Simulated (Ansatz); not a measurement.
**As in Ansatz: the effect of functional**

As:

```
CELL_PARAMETERS angstrom
1.85538 1.07120 3.46657
-1.85538 1.07120 3.46657
0.00000 -2.14241 3.46657
ATOMIC_POSITIONS crystal
As 0.22600 0.22600 0.22600
As 0.77400 0.77400 0.77400
```

The cell isn't the ideal one: volume scaled by 0.96.

Alike in all runs:

| Quantity | Value |
| --- | --- |
| Program | Ansatz 0.2.0 |
| Task | single point |
| Potentials or basis | Ansatz PAW |
| k mesh | 9 × 9 × 9 |
| Occupations | fermi-dirac, width 0.05 eV |
| Spin | no spin polarisation |

```csv
functional,cutoff,pressure (GPa),largest force (eV/Å)
LDA,420 eV (not typed: the program's choice for these potentials),2.0,0.54
r2SCAN,500 eV (not typed: the program's choice for these potentials),?,?
PBE,420 eV (not typed: the program's choice for these potentials),7.4,0.72
```

**Question.** What does the run with functional r2SCAN give?

**Answer.** Pressure 5.5 GPa; largest force 0.43 eV/Å.

Caveats: the PAW data sets come from PBE, with cores solved anew for the run's functional, which leaves a small shift of forces and pressure (some runs).
